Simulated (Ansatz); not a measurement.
# Elastic constants of ZnSe: input and output

These are results of DFT HSE06, scalar-relativistic, plane waves, PAW in Ansatz, not measurements.

Launched with:
```bash
ansatz run input.yaml --threads 4 --pin off --max-ram 12288MiB --backend cpu --events-out ev --progress --plain --runs-dir out
```

Input (bare energies are in eV):
```yaml
crystal:
  lattice:
    - [0.0, 2.6668, 2.6668]
    - [2.6668, 0.0, 2.6668]
    - [2.6668, 2.6668, 0.0]
  atoms:
    - { symbol: Zn, position: [0.0, 0.0, 0.0] }
    - { symbol: Se, position: [0.5, 0.5, 0.5] }
basis:
  ecutwfc: 420
kpoints:
  mp_grid: { grid: [10, 10, 10] }
hamiltonian:
  xc: hse06
scf:
  occupations: { method: fermi_dirac, width: 0.15 }
output:
  forces: true
  stress: true
  eigenvalues: true
elastic:
  mode: relaxed_ion
  amplitude: 0.005
```

From the output:
```
--- Elastic constants: 2 strain directions × 4 members + reference (group order 48) ---
  dense FFT box of the reference and of every strained cell: 27×27×27
  strains applied: 11, 23; error gains: componentwise 1.00 (the most a stress slope's error grows in a printed constant), spectral 1.73 (1 for all six strains in a standard setting)
  C = ∂σ_k/∂η_j (tension-positive GPa; Voigt order 11 22 33 23 13 12):
       126.501     54.209     54.209     -0.000      0.000      0.000
        54.209    126.501     54.209      0.000     -0.000     -0.000
        54.209     54.209    126.501      0.000      0.000     -0.000
        -0.000      0.000      0.000     46.716      0.000     -0.000
        -0.000     -0.000      0.000     -0.000     46.716      0.000
         0.000     -0.000     -0.000     -0.000     -0.000     46.716
  reference stress σ⁰ (GPa):      0.059      0.059      0.059      0.000     -0.000     -0.000
  C* (energy form; C + prestress term) asymmetry max|C*_kj − C*_jk| = 3.553e-14 GPa — a small one proves nothing (zero by symmetry where the batch's group is 432, −43m or m−3m); a large one is finite-difference/SCF noise where every solve ...
  moduli (Voigt/Reuss/Hill, GPa): K = 78.31/78.31/78.31   G = 42.49/41.82/42.16   E = 107.23   ν = 0.272
  mechanically stable: yes (min eigenvalue of sym C = 46.72 GPa)
  strain η (Voigt 11):  stress-route row diagonal C_11 = 126.50 GPa, energy-path curvature d²(F+E_count+ΔE)/dδ²/Ω₀ = 126.79 GPa
    cells at ±δ against ±2δ: C11 126.57 and 126.77 GPa, apart by 0.16 % of the column's largest entry
         δ    σ_11 (GPa) F (eV) n_scf n_hpsi n_pw
    -1.000e-2      -1.2879       -8790.5280889      35  181709    748   relax 0 steps, max|allowed force component| 6.31e-30 eV/Å
    -5.000e-3      -0.5932       -8790.5292007      34  179267    750   relax 0 steps, max|allowed force component| 1.93e-29 eV/Å
     5.000e-3       0.6725       -8790.5290839      34  178263    757   relax 0 steps, max|allowed force component| 1.97e-31 eV/Å
     1.000e-2       1.2476       -8790.5279466      36  184675    761   relax 0 steps, max|allowed force component| 3.35e-30 eV/Å
  strain η (Voigt 23):  stress-route row diagonal C_44 = 46.72 GPa, energy-path curvature d²(F+E_count+ΔE)/dδ²/Ω₀ = 46.89 GPa
    cells at ±δ against ±2δ: C44 46.71 and 46.69 GPa, apart by 0.04 % of the column's largest entry
         δ    σ_23 (GPa) F (eV) n_scf n_hpsi n_pw
    -1.000e-2      -0.4669       -8790.5289635      34  299756    755   relax 0 steps, max|allowed force component| 2.95e-29 eV/Å
    -5.000e-3      -0.2336       -8790.5293769      34  299129    755   relax 0 steps, max|allowed force component| 4.63e-29 eV/Å
     5.000e-3       0.2336       -8790.5293769      34  299248    755   relax 0 steps, max|allowed force component| 5.21e-29 eV/Å
     1.000e-2       0.4669       -8790.5289635      34  299912    755   relax 0 steps, max|allowed force component| 3.87e-29 eV/Å
```

Time: 11 min on 4 threads of Arm Neoverse V2, on a shared host, peak memory 5.7 GiB.

The cell is the ideal cubic rocksalt prototype; this isn't the usual structure of the compound. In a metal, frequencies and elastic constants depend on the k mesh and the smearing, soft modes and shear constants most. A semilocal functional can close a gap that the real compound has.